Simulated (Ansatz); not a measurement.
# Relaxing random alloy of the monolayer 2H WS2-WSe2 line, x = 0.5 (75 atoms)

How does random alloy of the monolayer 2H WS2-WSe2 line, x = 0.5 (75 atoms) relax, and what do bonds, charges and levels look like afterwards?

Program: Ansatz 0.2.0. Level of theory: Kohn-Sham DFT, PBE, PAW (set soft_2, large core), plane waves. Results are calculated unless marked as measured.

## Step 1: The structure

The cell holds 75 atoms: 25 W, 25 Se and 25 S. Its edges and angles: a = 16.250 Å, b = 16.250 Å, c = 18.500 Å, α = 90.0°, β = 90.0°, γ = 120.0°. It derives from WS2 (monolayer 2H WS2-WSe2) and WSe2, repeated 5×5×1. Monolayer 2H WS2-WSe2: 75 atoms, 25 of 50 S sites given to Se at random, cell and internal coordinates interpolated linearly between the end members (Vegard's rule); not relaxed, displaced by a Gaussian of 0.02 Å. Lattice constants are starting values near those of PBE. Vacuum lies along c.

Limits known from the start: The host structure and its lattice constant were typed by rule, without a check against the phase diagram. Only the Γ point is sampled in the main run, in a cell whose shortest periodic width is 14 Å. The levels lack spin–orbit coupling, which is large for the heavy elements here.

## Step 2: Single point at the start

The forces at the start show how far the geometry lies from a minimum of this functional.

File input.yaml:

```yaml
crystal:
  lattice:
    - [16.25, 0.0, 0.0]
    - [-8.125, 14.07291, 0.0]
    - [0.0, 0.0, 18.5]
  atoms:
    - { symbol: W, position: [0.00156, 0.99913, 0.49943] }
    - { symbol: Se, position: [0.13263, 0.0679, 0.58535] }
    - { symbol: Se, position: [0.13494, 0.06558, 0.41251] }
    - { symbol: W, position: [0.00073, 0.20208, 0.49777] }
    - { symbol: S, position: [0.13266, 0.26612, 0.58906] }
    - { symbol: Se, position: [0.13186, 0.26642, 0.41121] }
    - { symbol: W, position: [0.00047, 0.40083, 0.49881] }
    - { symbol: Se, position: [0.13538, 0.46795, 0.58838] }
    - { symbol: Se, position: [0.13396, 0.46569, 0.41203] }
    - { symbol: W, position: [0.99866, 0.59962, 0.50057] }
    - { symbol: S, position: [0.1322, 0.6661, 0.58709] }
    - { symbol: Se, position: [0.13182, 0.66571, 0.41215] }
    - { symbol: W, position: [0.99879, 0.80033, 0.50179] }
    - { symbol: S, position: [0.13411, 0.86639, 0.58688] }
    - { symbol: S, position: [0.13362, 0.86907, 0.41222] }
    - { symbol: W, position: [0.19935, 0.00027, 0.50227] }
    - { symbol: S, position: [0.33392, 0.06754, 0.58816] }
    - { symbol: Se, position: [0.33209, 0.06504, 0.41178] }
    - { symbol: W, position: [0.20016, 0.20083, 0.50091] }
    - { symbol: S, position: [0.33468, 0.26707, 0.58879] }
    - { symbol: Se, position: [0.3333, 0.26845, 0.41272] }
    - { symbol: W, position: [0.19998, 0.40069, 0.49992] }
    - { symbol: S, position: [0.33581, 0.46883, 0.5902] }
    - { symbol: S, position: [0.33059, 0.46461, 0.41162] }
    - { symbol: W, position: [0.20082, 0.60125, 0.50034] }
    - { symbol: S, position: [0.33063, 0.66623, 0.58873] }
    - { symbol: Se, position: [0.33416, 0.66775, 0.41192] }
    - { symbol: W, position: [0.19989, 0.80027, 0.50044] }
    - { symbol: Se, position: [0.33366, 0.86684, 0.58711] }
    - { symbol: S, position: [0.33388, 0.86684, 0.41338] }
    - { symbol: W, position: [0.40161, 0.00026, 0.49959] }
    - { symbol: S, position: [0.53285, 0.06727, 0.58792] }
    - { symbol: Se, position: [0.53294, 0.06673, 0.41149] }
    - { symbol: W, position: [0.40054, 0.19936, 0.50132] }
    - { symbol: S, position: [0.53425, 0.26751, 0.58665] }
    - { symbol: Se, position: [0.53407, 0.26772, 0.41113] }
    - { symbol: W, position: [0.3997, 0.40005, 0.49852] }
    - { symbol: Se, position: [0.53432, 0.46787, 0.58691] }
    - { symbol: S, position: [0.53283, 0.4648, 0.41212] }
    - { symbol: W, position: [0.39881, 0.60159, 0.50044] }
    - { symbol: S, position: [0.53275, 0.66557, 0.58921] }
    - { symbol: S, position: [0.53443, 0.66403, 0.4135] }
    - { symbol: W, position: [0.40224, 0.80048, 0.4987] }
    - { symbol: Se, position: [0.53427, 0.86641, 0.58718] }
    - { symbol: S, position: [0.53221, 0.86745, 0.41302] }
    - { symbol: W, position: [0.5996, 0.00074, 0.49876] }
    - { symbol: S, position: [0.73435, 0.06673, 0.58764] }
    - { symbol: S, position: [0.73383, 0.0679, 0.41297] }
    - { symbol: W, position: [0.60075, 0.2002, 0.50008] }
    - { symbol: S, position: [0.73426, 0.267, 0.58858] }
    - { symbol: S, position: [0.73122, 0.26321, 0.41329] }
    - { symbol: W, position: [0.60301, 0.40063, 0.49989] }
    - { symbol: Se, position: [0.73308, 0.4665, 0.58786] }
    - { symbol: S, position: [0.73158, 0.46593, 0.41108] }
    - { symbol: W, position: [0.6001, 0.59958, 0.50054] }
    - { symbol: S, position: [0.73382, 0.66807, 0.58807] }
    - { symbol: S, position: [0.73468, 0.66397, 0.41146] }
    - { symbol: W, position: [0.60291, 0.80359, 0.49973] }
    - { symbol: S, position: [0.73323, 0.86635, 0.58928] }
    - { symbol: Se, position: [0.73346, 0.86763, 0.41182] }
    - { symbol: W, position: [0.79866, 0.00045, 0.50054] }
    - { symbol: S, position: [0.93485, 0.06651, 0.58717] }
    - { symbol: Se, position: [0.9342, 0.06701, 0.41247] }
    - { symbol: W, position: [0.80073, 0.20165, 0.5004] }
    - { symbol: Se, position: [0.93647, 0.26825, 0.58855] }
    - { symbol: Se, position: [0.93176, 0.26752, 0.41262] }
    - { symbol: W, position: [0.80174, 0.40148, 0.49957] }
    - { symbol: Se, position: [0.93395, 0.46587, 0.58995] }
    - { symbol: Se, position: [0.93044, 0.46416, 0.41038] }
    - { symbol: W, position: [0.79811, 0.59841, 0.50211] }
    - { symbol: Se, position: [0.93198, 0.66476, 0.58904] }
    - { symbol: Se, position: [0.93173, 0.66491, 0.41311] }
    - { symbol: W, position: [0.80046, 0.79938, 0.50152] }
    - { symbol: Se, position: [0.93464, 0.86896, 0.58838] }
    - { symbol: Se, position: [0.93533, 0.86682, 0.41084] }
kpoints:
  mp_grid: { grid: [1, 1, 1] }
hamiltonian:
  xc: pbe
  pseudopotentials: { kind: paw, core: large }
scf:
  occupations: { method: fermi_dirac, width: 0.025 }
output:
  forces: true
```

Run with:

```console
$ ansatz run input.yaml --threads 5 --pin off --max-ram 76800MiB --backend cuda --events-out ev --progress --plain --runs-dir out
```

Numbers of over 12 decimals in the logs are rounded to 6 here.

The log of the run:

```text
Engine: ansatz 0.2.0, x86_64-unknown-linux-gnu
Pseudopotentials: kind: paw
Pseudopotential: W, paw, valence charge 14, recommended cutoff 420 eV (normal), W.paw.azcp
Pseudopotential: Se, paw, valence charge 6, recommended cutoff 420 eV (normal), Se.paw.azcp#standard-large-core
Pseudopotential: S, paw, valence charge 6, recommended cutoff 420 eV (normal), S.paw.azcp
[... 5 lines on functional and potentials left out ...]
device memory: the entry about to start is reckoned to put 7.0 GiB on a device that reports 58.2 GiB free
GPU FFT provider: cuFFT
GPU libraries: cuBLAS 13.8.2, cuFFT 12.4.0, cuSOLVER 12.3.4
Crystal: 75 atoms, lattice volume = 4230.669 Å³
Basis set: ecut = 420 eV, 82609 PW (Γ), exchange–correlation on 240×240×250 points (8 copies of the dense FFT grid, shifted against one another)
Bands: 400, of which v1, the nominal top of the filled ones, is band 325 counted from 1 (324 counted from 0)
Symmetry: 1 space group operations
Space group: P1 (ITA 1), of the structure as read, at distance tolerance 1.6e-4 Å
k-points: 1
[... 7 lines on functional and potentials left out ...]
Initial density: superposition of atomic densities (neutral atoms: chi_scale 0, normalization atom)
Initial wavefunctions: pseudopotential atomic-orbital guess
GPU buffer pool allocated for 1800000 grid points (all kernels)
GPU transforms: local potential and band sums: pruned to the plane-wave sphere, on 120×120×125
Functional: x = pbe(κ = 0.804, μ = 0.219515), c = pbe(β = 0.066725)
SCF iter   1: F=—  HF=-346684.366196 eV  |F-HF|=—  |Δ(HF+E_count)|=         —  Δρ=2.41e-2  dr2=2.91e1  ethr=3.10e-3  ⟨swp⟩=9.0  Hψ=1908  notcnv=0  defer=2
preconditioner: auto → Resta (q_TF=auto, 1.997 Å⁻¹)  ε∞=3.1  [insulator: Δε(μ)=2.017 eV  Ē_g=8.278 eV  σ=0.025 eV  W_gap=1.00  n_scr=562 (ndim 8)  ℏωp=12.1 eV  f_vac=0.616  D(μ)=0.00/eV (n_scr^D=0)  ε∞_Penn≈3.1  vacuum switching on, ρ_ref=5.0e-3 e/Å³]
SCF iter   2: F=—  HF=-346677.138715 eV  |F-HF|=—  |Δ(HF+E_count)|=    7.23e0  Δρ=1.12e-2  dr2=9.19e0  ethr=3.10e-3  ⟨swp⟩=3.0  Hψ=671  notcnv=0  defer=57
SCF iter   3: F=—  HF=-346676.386174 eV  |F-HF|=—  |Δ(HF+E_count)|=   7.53e-1  Δρ=7.72e-3  dr2=5.66e0  ethr=1.41e-3  ⟨swp⟩=4.0  Hψ=999  notcnv=0  defer=34
automatic band count: iteration 3 solves 377 bands in place of 400: the levels show a gap, and the empty bands left out lie too high to hold charge; the band table lists the bands solved (type scf.n_extra_bands for more)
SCF iter   4: F=—  HF=-346675.754146 eV  |F-HF|=—  |Δ(HF+E_count)|=   6.32e-1  Δρ=2.89e-3  dr2=1.21e0  ethr=8.70e-4  ⟨swp⟩=4.0  Hψ=1060  notcnv=0  defer=39
SCF iter   5: F=—  HF=-346675.633147 eV  |F-HF|=—  |Δ(HF+E_count)|=   1.21e-1  Δρ=1.25e-3  dr2=1.06e-1  ethr=1.86e-4  ⟨swp⟩=7.0  Hψ=699  notcnv=0  defer=42
SCF iter   6: F=—  HF=-346675.631125 eV  |F-HF|=—  |Δ(HF+E_count)|=   2.02e-3  Δρ=5.43e-4  dr2=3.52e-2  ethr=1.63e-5  ⟨swp⟩=4.0  Hψ=690  notcnv=0  defer=34
SCF iter   7: F=—  HF=-346675.630591 eV  |F-HF|=—  |Δ(HF+E_count)|=   5.34e-4  Δρ=2.47e-4  dr2=6.23e-3  ethr=5.42e-6  ⟨swp⟩=2.0  Hψ=498  notcnv=0  defer=34
SCF iter   8: F=—  HF=-346675.632609 eV  |F-HF|=—  |Δ(HF+E_count)|=   2.02e-3  Δρ=1.20e-4  dr2=1.13e-3  ethr=9.58e-7  ⟨swp⟩=3.0  Hψ=543  notcnv=0  defer=34
SCF iter   9: F=—  HF=-346675.629395 eV  |F-HF|=—  |Δ(HF+E_count)|=   3.21e-3  Δρ=6.30e-5  dr2=6.81e-4  ethr=1.74e-7  ⟨swp⟩=3.0  Hψ=565  notcnv=0  defer=34
SCF iter  10: F=—  HF=-346675.631260 eV  |F-HF|=—  |Δ(HF+E_count)|=   1.87e-3  Δρ=3.11e-5  dr2=1.22e-4  ethr=1.05e-7  ⟨swp⟩=2.0  Hψ=506  notcnv=0  defer=34
SCF iter  11: F=—  HF=-346675.629380 eV  |F-HF|=—  |Δ(HF+E_count)|=   1.88e-3  Δρ=1.18e-5  dr2=1.20e-5  ethr=1.87e-8  ⟨swp⟩=3.0  Hψ=623  notcnv=0  defer=34
SCF iter  12: F=—  HF=-346675.628445 eV  |F-HF|=—  |Δ(HF+E_count)|=   9.35e-4  Δρ=6.93e-6  dr2=3.58e-6  ethr=1.85e-9  ⟨swp⟩=2.0  Hψ=507  notcnv=0  defer=34
SCF iter  13: F=—  HF=-346675.628445 eV  |F-HF|=—  |Δ(HF+E_count)|=   4.12e-7  Δρ=3.83e-6  dr2=1.76e-6  ethr=5.51e-10  ⟨swp⟩=2.0  Hψ=500  notcnv=0  defer=34
SCF iter  14: F=—  HF=-346675.628445 eV  |F-HF|=—  |Δ(HF+E_count)|=   1.39e-7  Δρ=1.71e-6  dr2=3.25e-7  ethr=2.70e-10  ⟨swp⟩=2.0  Hψ=505  notcnv=0  defer=34
SCF iter  15: F=-346675.628445 eV  HF=-346675.628445 eV  |F-HF|=8.50e-9  |Δ(HF+E_count)|=   1.92e-8  Δρ=8.86e-7  dr2=3.44e-8  ethr=1.54e-11  ⟨swp⟩=5.0  Hψ=1239  notcnv=0
SCF 1 converged in 15 iterations: F = -346675.628445 eV  dr2 = 3.44e-8
  greatest PAW one-centre occupation: 1.000 electrons in one spin orbital (limit 2), on the W atom at site 39 (counted from 0), in its partial waves of l = 0
SCF converged after 15 iterations
Free energy (F): -346675.628445 eV
Harris-Foulkes:  -346675.628445 eV  (|F-HF|=8.50e-9)
Internal energy: -346675.628445 eV  (E = F + TS)
E sigma→0 (E₀):  -346675.628445 eV
Fermi energy:    0.930492 eV
--- Per-component energies (eV) ---
  E_band       = -11748.443653
  E_kinetic    = 16476.039364
  E_local      = -334217.050535  (includes V_loc(G=0)·N_el)
  E_nonlocal   = 2073.433613
  E_hartree    = 158801.923667
  E_xc         = -13875.706687
  E_vxc        = -10214.529399  (∫ρ·V_xc dr)
  E_paw        = -284185.500436  (= ΣΔE_a)
  E_vpaw       = -3470.119962  (= ΣTr[D̂ρ^β])
  E_aug_tail   = -0.001353  (compensation charges beyond the density's cutoff)
  E_ewald      = 108251.233921
  E_smearing   = -0.000000  (= −TS)
  E_closure    = 0.000000  (closes the sum)
  Σ components = -346675.628445   (vs F -346675.628445, Δ=0.00e0)
--- Forces (eV/Å), atoms counted from 1 ---
  atom   1  W     -1.45838262     0.54430004     0.42337734
  atom   2  Se     0.18727114     0.04030661     2.71994846
  atom   3  Se    -0.06823520     0.36362393    -1.54994918
  atom   4  W      0.73230571    -0.89398659     2.74363810
  atom   5  S     -0.01744125     0.22552450    -1.50331749
  atom   6  Se     0.47131394     0.26440268    -1.33492429
  atom   7  W     -0.09427428     0.18873427     0.88862753
  atom   8  Se    -0.19747086    -0.08718123     1.18196021
  atom   9  Se    -0.06062469     0.47224434    -1.56123890
  atom  10  W      1.05945644    -0.15820062     0.52744857
  atom  11  S      0.06316975     0.23804239    -0.94849396
  atom  12  Se     0.03598120     0.29051647    -1.24373644
  atom  13  W      1.91008438     0.45756655    -0.67319164
  atom  14  S     -0.13107494    -0.05038793    -0.66506777
[...]
atom  74  Se    -0.18059458    -0.27691509     1.76012949
  atom  75  Se    -0.37043124    -0.36970929    -0.99999703
  max |Σ_I F_I| component: 4.55e-5 eV/Å
```

Elapsed: 6.9 s, on 1 × NVIDIA H100 80GB HBM3 with 5 threads of AMD EPYC 7R13 (Zen 3), shared host; peak memory 1.8 GiB; 6.6 s of CPU time.

In the SCF lines HF is the Harris–Foulkes energy and dr2 the Hartree energy of the density residual, in eV; the loop may stop once dr2 is under the threshold and the program's other checks hold. Hψ counts applications of the Hamiltonian.

That memory is the host's; the program planned up to 7 GiB on the GPU.

The program notes that potentials were chosen by core size.

The run gave:

* free energy: -346675.6284 eV
* free energy per atom: -4622.3417 eV/atom
* SCF cycles: 15
* r.m.s. force component: 0.8753 eV/Å
* longest force: 2.977 eV/Å
* Fermi energy: 0.9305 eV

The r.m.s. force component of 0.88 eV/Å sets the starting point.

Length of the force by element:

```tsv
element	coordination	atoms	mean length of the force (eV/Å)	spread	least	most
S	all	25	1.26	0.296	0.680	1.89
Se	all	25	1.46	0.385	0.860	2.73
W	all	25	1.63	0.512	0.702	2.98
```

## Step 3: Relaxation

The atoms are relaxed in the fixed cell, aiming at the force tolerance of the input.

Edit input.yaml of step 2 so:

```diff
@@ -16 +16,4 @@
   forces: true
+relax:
+  f_tol: 0.04
+  max_steps: 150
```

The log of the run:

```text
[...]
GPU FFT provider: cuFFT
GPU libraries: cuBLAS 13.8.2, cuFFT 12.4.0, cuSOLVER 12.3.4
Crystal: 75 atoms, lattice volume = 4230.669 Å³
Basis set: ecut = 420 eV, 82609 PW (Γ), exchange–correlation on 240×240×250 points (8 copies of the dense FFT grid, shifted against one another)
Bands: 400, of which v1, the nominal top of the filled ones, is band 325 counted from 1 (324 counted from 0)
Symmetry: 1 space group operations
[...]
k-points: 1
[...]
GPU buffer pool allocated for 1800000 grid points (all kernels)
[...]
SCF iter   1: F=—  HF=-346684.366237 eV  |F-HF|=—  |Δ(HF+E_count)|=         —  Δρ=2.41e-2  dr2=2.91e1  ethr=3.10e-3  ⟨swp⟩=9.0  Hψ=1908  notcnv=0  defer=2
[...]
SCF iter  11: F=-346675.628440 eV  HF=-346675.628445 eV  |F-HF|=4.81e-6  |Δ(HF+E_count)|=   1.27e-5  Δρ=1.16e-5  dr2=1.09e-5  ethr=6.15e-9  ⟨swp⟩=3.0  Hψ=1465  notcnv=0
SCF 1 converged in 11 iterations: F = -346675.628440 eV  dr2 = 1.09e-5
[...]
relax step   1: F+E_penalty+E_count = -346675.62843972 eV  Δ(F+E_penalty+E_count) = +0.000e0 eV  max|allowed force component| = 2.744e0 eV/Å  Δτ_max = 0.0000 Å  (11 SCF iters, dr2 threshold 4.00e-5 eV, accepted)
[...]
relax step   2: F+E_penalty+E_count = -346678.73796054 eV  Δ(F+E_penalty+E_count) = -3.110e0 eV  max|allowed force component| = 1.407e0 eV/Å  Δτ_max = 0.1958 Å  (8 SCF iters, dr2 threshold 1.00e-4 eV, accepted)
[...]
relax step   3: F+E_penalty+E_count = -346679.50220650 eV  Δ(F+E_penalty+E_count) = -7.642e-1 eV  max|allowed force component| = 7.467e-2 eV/Å  Δτ_max = 0.1024 Å  (7 SCF iters, dr2 threshold 1.00e-4 eV, accepted)
[...]
relax step   4: F+E_penalty+E_count = -346679.50524942 eV  Δ(F+E_penalty+E_count) = -3.043e-3 eV  max|allowed force component| = 3.416e-3 eV/Å  Δτ_max = 0.0076 Å  (8 SCF iters, accepted)
SCF converged after 8 iterations
Free energy (F): -346679.505249 eV
[...]
Internal energy: -346679.505249 eV  (E = F + TS)
E sigma→0 (E₀):  -346679.505249 eV
Fermi energy:    0.989014 eV
[...]
--- Forces (eV/Å), atoms counted from 1 ---
  atom   1  W     -0.00114292    -0.00043979    -0.00099134
  atom   2  Se     0.00160727     0.00003813    -0.00138743
  atom   3  Se     0.00072378    -0.00025454    -0.00073520
  atom   4  W      0.00060239     0.00090865     0.00172620
  atom   5  S     -0.00185556     0.00002442    -0.00077479
  atom   6  Se     0.00066516    -0.00085814    -0.00197530
  atom   7  W     -0.00082451    -0.00177754    -0.00005785
  atom   8  Se     0.00021763     0.00049884     0.00027218
  atom   9  Se     0.00120295     0.00099224    -0.00037433
  atom  10  W     -0.00009013     0.00030142     0.00117625
  atom  11  S      0.00006913    -0.00037017    -0.00141925
  atom  12  Se     0.00050950    -0.00120363    -0.00037285
  atom  13  W      0.00113808     0.00170524    -0.00020175
  atom  14  S     -0.00015045     0.00048735     0.00111864
[...]
atom  74  Se    -0.00013623     0.00162538    -0.00044089
  atom  75  Se     0.00010751     0.00030279    -0.00005895
  max |Σ_I F_I| component: 7.22e-5 eV/Å
--- Relaxed structure (4 steps of the walk, 4 accepted, 0 SCFs on fresh bases) ---
  F+E_penalty+E_count = -346679.50524942 eV   max|allowed force component| = 3.416e-3 eV/Å
  atoms:
    - { symbol: W, position: [-0.00117734, 1.000596, 0.498899] }
    - { symbol: Se, position: [0.134661, 0.068498, 0.590378] }
    - { symbol: Se, position: [0.133574, 0.065269, 0.407172] }
    - { symbol: W, position: [0.000725554, 0.199337, 0.498180] }
[...]
- { symbol: Se, position: [0.931790, 0.864242, 0.408987] }
```

The job ended after 9.8 s (1 × NVIDIA H100 80GB HBM3 with 5 threads; peak memory 1.8 GiB; 16 s of CPU time).

That memory is the host's; the program planned up to 7 GiB on the GPU.

Relaxation path:

```tsv
step	energy less that of the first step (eV)	largest force component (eV/Å)
1	0.0000	2.7435
2	-3.1095	1.4074
3	-3.8738	0.0747
4	-3.8768	0.0034
```

The atoms that moved most (Å):

```tsv
atom	dx	dy	dz	length
S54	0.005	0.019	0.189	0.190
Se38	-0.037	-0.028	0.168	0.174
Se53	-0.014	-0.022	0.166	0.168
S5	0.030	0.008	-0.159	0.162
Se44	-0.001	0.010	0.160	0.160
S39	0.006	0.064	0.147	0.160
S57	-0.063	-0.001	0.137	0.151
Se29	-0.013	0.018	0.146	0.148
```

The relaxation changed the energy by -51.7 meV/atom, and atoms moved by 0.096 Å r.m.s., 0.19 Å at most.

## Step 4: Structure statistics after relaxation

Bonds before and after, by the cutoffs listed below:

```tsv
pair	bonds before	bonds after	mean before (Å)	mean after (Å)	spread before (Å)	spread after (Å)
S-W	75	75	2.485	2.419	0.027	0.004
Se-W	75	75	2.484	2.548	0.024	0.005
```

Normalised to the volume that the atoms fill. g(r), total and by pair (bins of 0.2 Å):

```tsv
r (Å)	total	S-S	S-Se	S-W	Se-Se	Se-W	W-W
2.40	2.29	0.00	0.00	10.30	0.00	0.00	0.00
2.60	2.08	0.00	0.00	0.00	0.00	9.35	0.00
2.80	0.00	0.00	0.00	0.00	0.00	0.00	0.00
3.00	0.00	0.00	0.00	0.00	0.00	0.00	0.00
3.20	3.88	6.88	6.58	0.00	4.24	0.00	10.61
3.40	0.37	0.00	0.07	0.00	2.31	0.00	0.88
3.60	0.00	0.00	0.00	0.00	0.00	0.00	0.00
3.80	0.00	0.00	0.00	0.00	0.00	0.00	0.00
4.00	0.90	0.00	0.00	3.51	0.00	0.54	0.00
4.20	0.72	0.00	0.00	0.19	0.00	3.02	0.00
4.40	0.32	2.92	0.00	0.00	0.00	0.00	0.00
4.60	0.68	0.08	2.90	0.00	0.22	0.00	0.00
4.80	0.27	0.00	0.00	0.00	2.46	0.00	0.00
5.00	0.00	0.00	0.00	0.00	0.00	0.00	0.00
5.20	1.85	0.00	0.00	4.50	0.00	3.84	0.00
5.40	0.12	0.00	0.00	0.00	0.00	0.54	0.00
5.60	1.24	1.74	2.04	0.00	1.63	0.00	3.73
5.80	0.03	0.00	0.05	0.00	0.10	0.00	0.10
6.00	0.00	0.00	0.00	0.00	0.00	0.00	0.00
6.20	0.00	0.00	0.00	0.00	0.00	0.00	0.00
6.40	0.78	2.23	1.25	0.00	0.73	0.00	1.51
6.60	0.82	0.72	1.57	0.00	2.12	0.00	1.36
6.80	0.12	0.00	0.00	0.52	0.00	0.02	0.00
7.00	1.00	0.00	0.00	2.01	0.00	2.47	0.00
7.20	0.35	1.13	0.99	0.00	0.00	0.00	0.00
7.40	0.16	0.00	0.20	0.00	1.07	0.00	0.00
7.60	0.31	0.00	0.00	0.94	0.00	0.47	0.00
7.80	0.14	0.00	0.00	0.09	0.00	0.55	0.00
```

Bonds by pair of elements; cutoffs follow the first minimum of g(r), held within bounds set by covalent radii, and pairs that aren't listed don't count as bonded:

```tsv
pair A-B	cutoff (Å)	bonds	mean length (Å)	spread (Å)	shortest (Å)	B about A	A about B
S-W	3.12	75	2.42	0.004	2.41	3	3
Se-W	3.3	75	2.55	0.005	2.54	3	3
```

How many atoms have how many bonded neighbours:

```tsv
element	mean	3	6
S	3	25	0
Se	3	25	0
W	6	0	25
```

Bond angles, per cent of each kind in bins of 5°:

```tsv
angle (°)	S-W-Se	S-W-S	Se-W-Se	W-S-W	W-Se-W
75–80	0.0	4.3	18.3	0.0	60.0
80–85	59.8	55.9	41.9	94.7	40.0
85–90	0.0	0.0	0.0	5.3	0.0
90–95	0.0	0.0	0.0	0.0	0.0
95–100	0.0	0.0	0.0	0.0	0.0
100–105	0.0	0.0	0.0	0.0	0.0
105–110	0.0	0.0	0.0	0.0	0.0
110–115	0.0	0.0	0.0	0.0	0.0
115–120	0.0	0.0	0.0	0.0	0.0
120–125	0.0	0.0	0.0	0.0	0.0
125–130	0.0	0.0	0.0	0.0	0.0
130–135	9.0	23.7	3.2	0.0	0.0
135–140	31.2	16.1	36.6	0.0	0.0
```

Bond angles (no mean is given where the spread exceeds 20°):

```tsv
angle	count	mean (°)	spread (°)
S-W-Se	189	-	-
S-W-S	93	-	-
Se-W-Se	93	-	-
W-S-W	75	83.8	0.8
W-Se-W	75	79.8	0.8
```

By these cutoffs all S atoms have 3, all Se atoms have 3 and all W atoms have 6 bonded neighbours.

(Continued in part 2 of 3.)

[Logs are printed without paths, hosts, clocks, repeated set-up lines and the standing remarks that a program may print on its own settings, such as how far it seeks lower states.]

[Hosts, paths, dates, database ids (printed as entryN), source tags and the programs' standing remarks are cut or masked in the printed files.]
